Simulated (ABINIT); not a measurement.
The system is TiTe2.

```
Te Ti
1.0
     3.77700    0.00000    0.00000
    -1.88850    3.27098    0.00000
     0.00000    0.00000    6.49800
Te Ti
2 1
Direct
  0.33333 0.66667 0.73720
  0.66667 0.33333 0.26280
  0.00000 0.00000 0.00000
```

| Quantity | Value |
| --- | --- |
| Program | ABINIT 10.8.3 (patched build) |
| Task | relaxation of cell and atoms |
| Functional | PBE |
| Dispersion | D4 |
| Potentials or basis | JTH PAW PBE v2.0 |
| Cutoff | 408 eV |
| k mesh | 8 × 8 × 4 |
| Occupations | fermi-dirac, width 0.05 eV |
| Spin | no spin polarisation |

At the start: pressure -1.2 GPa; volume 26.76 Å³/atom.

Problem. How do energy, volume and symmetry change on relaxing?

Solution. Over 11 steps the energy falls by 4.1 meV/atom and the volume is 25.83 Å³/atom (-3.5 %); space group P-3m1 (No. 164, to 0.05 Å).

The path:
| step | energy change (eV) | largest force (eV/Å) | pressure (GPa) | volume (Å³) |
| --- | --- | --- | --- | --- |
| 1 | 0.0000 | 0.0176 | -1.20 | 80.28 |
| 2 | -0.0017 | 0.0389 | -1.03 | 80.05 |
| 3 | -0.0075 | 0.1612 | 0.09 | 78.52 |
| 4 | -0.0083 | 0.1533 | 0.15 | 78.33 |
| 5 | -0.0116 | 0.0367 | 0.16 | 77.50 |
| 6 | -0.0118 | 0.0115 | 0.03 | 77.58 |
| 7 | -0.0118 | 0.0000 | -0.05 | 77.64 |
| 8 | -0.0118 | 0.0091 | -0.10 | 77.68 |
| 9 | -0.0121 | 0.0191 | -0.17 | 77.68 |
| 10 | -0.0120 | 0.0229 | -0.15 | 77.57 |
| 11 | -0.0123 | 0.0116 | -0.08 | 77.48 |

Final structure:
```
CELL_PARAMETERS angstrom
3.73673 0.00000 0.00000
-1.86837 3.23611 0.00000
0.00000 0.00000 6.40741
ATOMIC_POSITIONS crystal
Te 0.33333 0.66667 0.73169
Te 0.66667 0.33333 0.26831
Ti 0.00000 0.00000 0.00000
```

Caveat: the log and the count of SCF iterations are those of the last ABINIT call alone.
